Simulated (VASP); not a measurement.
# F (P6_3/mmc) in VASP: single point with LDA

Aim: the single point of F with LDA.

All numbers are computed with VASP 6.6.1; they aren't measurements. Logs are shortened: lines on timing, memory, paths and dates and some standing lists are left out, and cuts for length are marked.

## (1) Starting point

The structure is hexagonal, space group P6_3/mmc (No. 194). Conventional cell: a = 2.646 Å, b = 2.646 Å, c = 4.287 Å, α = 90.00°, β = 90.00°, γ = 120.00°. Around F (site symmetry -6m2) lie 12 F at 2.63 to 2.65 Å.

The real solid is made of molecules; this cell is a model form.

## (2) Single point, LDA

INCAR

```
SYSTEM = F
PREC     = Accurate       ! precision mode
ENCUT    = 520            ! plane-wave cutoff, eV
EDIFF    = 1E-6           ! SCF threshold, eV
ISMEAR   = -1             ! smearing method
SIGMA    = 0.05           ! smearing width, eV
LREAL    = .FALSE.        ! projectors in reciprocal space
LASPH    = .TRUE.         ! aspherical terms in the spheres
NELM     = 100            ! most SCF steps
ALGO     = Normal         ! electronic algorithm
ISIF     = 2              ! what is computed and relaxed
LWAVE    = .FALSE.        ! write WAVECAR
LCHARG   = .FALSE.        ! write CHGCAR
GGA      = CA             ! functional
NBANDS   = 14             ! bands
```

KPOINTS

```
Automatic mesh
0
G
  13 13 7
  0 0 0
```

POSCAR

```
F
1.0
    2.6463212685      0.0000000000      0.0000000000
   -1.3231606343      2.2917814451      0.0000000000
    0.0000000000      0.0000000000      4.2870404550
F
2
Direct
    0.3333333333      0.6666666667      0.2500000000
    0.6666666667      0.3333333333      0.7500000000
```

Potentials or basis: VASP PAW LDA potentials, release 64 (F).

The run is started by

```console
$ cat potpaw_LDA.64/F/POTCAR > POTCAR
$ mpirun -np 1 vasp_std > vasp.out
```

OUTCAR:

```text
SYSTEM = F
   PREC = Accurate
   ENCUT = 520
   EDIFF = 1E-6
   ISMEAR = -1
   LREAL = .FALSE.
   LASPH = .TRUE.
   NELM = 100
   ISIF = 2
   GGA = CA

 ion  position               nearest neighbor table
   1  0.333  0.667  0.250-
   2  0.667  0.333  0.750-

  LATTYP: Found a hexagonal cell.
 ALAT       =     2.6463212685
 C/A-ratio  =     1.6200000000

  Lattice vectors:

 A1 = (   2.6463212685,   0.0000000000,   0.0000000000)
 A2 = (  -1.3231606343,   2.2917814451,   0.0000000000)
 A3 = (   0.0000000000,   0.0000000000,   4.2870404550)

Analysis of symmetry for initial positions (statically):
=====================================================================
 Subroutine PRICEL returns:
 Original cell was already a primitive cell.

 Routine SETGRP: Setting up the symmetry group for a
 hexagonal supercell.

 Subroutine GETGRP returns: Found 24 space group operations
 (whereof 12 operations were pure point group operations)
 out of a pool of 24 trial point group operations.

The static configuration has the point symmetry D_3d.
 The point group associated with its full space group is D_6h.

Analysis of symmetry for dynamics (positions and initial velocities):
=====================================================================
 Subroutine PRICEL returns:
 Original cell was already a primitive cell.

 Routine SETGRP: Setting up the symmetry group for a
 hexagonal supercell.

 Subroutine GETGRP returns: Found 24 space group operations
 (whereof 12 operations were pure point group operations)
 out of a pool of 24 trial point group operations.

The dynamic configuration has the point symmetry D_3d.
 The point group associated with its full space group is D_6h.

 Subroutine INISYM returns: Found 24 space group operations
 (whereof 12 operations are pure point group operations),
 and found     1 'primitive' translations

----------------------------------------------------------------------------------------

                                     Primitive cell

  volume of cell :      26.0000

  direct lattice vectors                    reciprocal lattice vectors
     2.646321268  0.000000000  0.000000000     0.377883068  0.218170891  0.000000000
    -1.323160634  2.291781445  0.000000000     0.000000000  0.436341782  0.000000000
     0.000000000  0.000000000  4.287040455     0.000000000  0.000000000  0.233261153

  length of vectors
     2.646321268  2.646321269  4.287040455     0.436341782  0.436341782  0.233261153

  position of ions in fractional coordinates (direct lattice)
[... 84 lines left out ...]
   NFREE  =      0    steps in history (QN), initial steepest desc. (CG)
   ISIF   =      2    stress and relaxation
   ISYM   =      2    0-nonsym 1-usesym 2-fastsym
   POTIM  = 0.5000    time-step for ionic-motion
   TEBEG  =    0.0;   TEEND  =   0.0 temperature during run
   PSTRESS=    0.0 pullay stress
   NELECT =      14.0000    total number of electrons
   NUPDOWN=      -1.0000    fix difference up-down
   EMIN   =  10.00;   EMAX   =-10.00  energy-range for DOS
   EFERMI =   0.00;   METHOD = LEGACY
   ISMEAR =    -1;   SIGMA  =   0.05  broadening in eV -4-tet -1-fermi 0-gaus
   EFERMI_NEDOS =   21; number of points for ismear=-14 and -15
   IALGO  =     38    algorithm
   IMIX   =      4    mixing-type and parameters
     AMIX     =   0.40;   BMIX     =  1.00
     AMIX_MAG =   1.60;   BMIX_MAG =  1.00
  volume/ion in A,a.u.               =      13.00        87.73
  Fermi-wavevector in a.u.,A,eV,Ry     =   1.331864  2.516857 24.134837  1.773860
  Thomas-Fermi vector in A             =   2.460842
   LORBIT       =      0    0 simple, 1 ext, 2 COOP (PROOUT), +10 PAW based schemes
   GGA     = CA    functional components
   LHFCALC =     F    Hartree Fock is set to
   AEXX    =    0.0000 exact exchange contribution
   IVDW    =     0    specifies the selected vdW correction
   LEPSILON=     F    determine dielectric tensor
   LRPA    =     F    only Hartree local field effects (RPA)
 non-spin polarized calculation
  energy-cutoff  :      520.00
  volume of cell :       26.00
 maximum number of plane-waves:       715
 NGX is ok and might be reduce to    20
   NGX =  9   NGY =  9   NGZ = 15

 number of electron      13.9999987 magnetization

 Free energy of the ion-electron system (eV)
  ---------------------------------------------------
  ext. energy  EPLUGINS =         0.00000000
  ---------------------------------------------------
  free energy    TOTEN  =        -1.95958091 eV

  energy without entropy =       -1.88456170  energy(sigma->0) =       -1.92207131

 E-fermi :  -5.7867     XC(G=0):  -9.8069

 val. band max:       -5.7880380977   @ k =   0.3077   0.2308   0.4286
 cond. band min:      -5.7853589643   @ k =   0.3846   0.0769   0.1429
 fundamental gap:      0.0026791334
 Fermi energy:        -5.7866626961

 k-point     1 :       0.0000    0.0000    0.0000
  band No.  band energies     occupation
      1     -25.8556      2.00000
      2     -24.9200      2.00000
      3      -8.4541      2.00000
      4      -5.7236      0.44140
      5      -5.7236      0.44139
      6      -5.4366      0.00182
      7      -5.4366      0.00182
      8      -5.4068      0.00100
      9       5.7891      0.00000
     10      12.4696      0.00000
     11      13.1745      0.00000
     12      24.4055      0.00000
     13      24.4055      0.00000
     14      25.1158      0.00000
[... 377 lines left out ...]
      1     -25.6531      2.00000
      2     -24.8896      2.00000
      3      -8.1065      2.00000
      4      -6.2514      1.99982
      5      -6.0622      1.99194
      6      -5.8509      1.56624
      7      -5.5251      0.01064
      8      -5.5017      0.00668
      9       6.9303      0.00000
     10      11.9380      0.00000
     11      14.6201      0.00000
     12      20.0661      0.00000
     13      23.0885      0.00000
     14      24.2359      0.00000

 [... further k-points ...]
[... 5 lines left out ...]
  --------------------------------------------------------------------------------------
  -------------------------------------------------------------------------------------
  Total       -2.1315992     -2.1315992     -2.2932650      0.0000000     -0.0000000      0.0000000
  in kB     -131.3538432   -131.3538432   -141.3160429      0.0000000     -0.0000000      0.0000000
  external PRESSURE =    -134.6745764 kB  Pullay stress =       0.0000000 kB

 VOLUME and BASIS-vectors are now :
 -----------------------------------------------------------------------------
  energy-cutoff  :      520.00
  volume of cell :       26.00
      direct lattice vectors                 reciprocal lattice vectors
     2.646321268  0.000000000  0.000000000     0.377883068  0.218170891  0.000000000
    -1.323160634  2.291781445  0.000000000     0.000000000  0.436341782  0.000000000
     0.000000000  0.000000000  4.287040455     0.000000000  0.000000000  0.233261153

 POSITION                                       TOTAL-FORCE (eV/Angst)
 -----------------------------------------------------------------------------------
     -0.00000      1.52785      1.07176         0.000000      0.000000      0.000000
      1.32316      0.76393      3.21528        -0.000000     -0.000000      0.000000
 -----------------------------------------------------------------------------------
    total drift:                               -0.000000      0.000000      0.000000

  FREE ENERGIE OF THE ION-ELECTRON SYSTEM (eV)
  ---------------------------------------------------
  free  energy   TOTEN  =        -1.9595809103 eV

  energy  without entropy=       -1.8845617035  energy(sigma->0) =       -1.92207131
```

OSZICAR:

```text
N       E                     dE             d eps       ncg     rms          rms(c)
DAV:   1     0.597760794963E+02    0.59776E+02   -0.83063E+03  2408   0.952E+02
DAV:   2    -0.207010126727E+00   -0.59983E+02   -0.58236E+02  2936   0.217E+02
DAV:   3    -0.197080973568E+01   -0.17638E+01   -0.17337E+01  2730   0.334E+01
DAV:   4    -0.197703519048E+01   -0.62255E-02   -0.62253E-02  2730   0.230E+00
DAV:   5    -0.197705923650E+01   -0.24046E-04   -0.24046E-04  2706   0.125E-01    0.824E-01
DAV:   6    -0.196017796945E+01    0.16881E-01   -0.29637E-02  2448   0.171E+00    0.205E-01
DAV:   7    -0.195960058976E+01    0.57738E-03   -0.14455E-03  2484   0.378E-01    0.119E-01
DAV:   8    -0.195958084364E+01    0.19746E-04   -0.60026E-05  2550   0.100E-01    0.828E-03
DAV:   9    -0.195958091031E+01   -0.66674E-07   -0.29619E-07  1908   0.524E-03
   1 F= -.19595809E+01 E0= -.19220713E+01  d E =-.750192E-01
```

stdout:

```text
POSCAR found type information on POSCAR F
 POSCAR found :  1 types and       2 ions
 scaLAPACK will be used
 LDA part: xc-table for (Slater(with rela. corr.)+CA(PZ))
 , standard interpolation
 POSCAR, INCAR and KPOINTS ok, starting setup
 FFT: planning ... GRIDC
 FFT: planning ... GRID_SOFT
 FFT: planning ... GRID
 WAVECAR not read
 entering main loop
```

Wall time 13 s (1 thread of AMD EPYC 7R43 (Zen 3), shared host); peak memory 0.1 GiB.

What came out:

| Item | Value |
| --- | --- |
| Free energy | -1.9596 eV |
| Pressure | -13.5 GPa |
| Band gap on the k mesh | none (metal or under the smearing width) |

Stress tensor (GPa, compression positive):
```
-13.14   0.00   0.00
  0.00 -13.14   0.00
  0.00   0.00 -14.13
```

Levels at points of the mesh, in eV from the Fermi level:
| k point | band 4 | band 5 | band 6 | band 7 | band 8 | band 9 | band 10 | band 11 |
| --- | --- | --- | --- | --- | --- | --- | --- | --- |
| (0.00, 0.00, 0.00) | 0.06 | 0.06 | 0.35 | 0.35 | 0.38 | 11.58 | 18.26 | 18.96 |
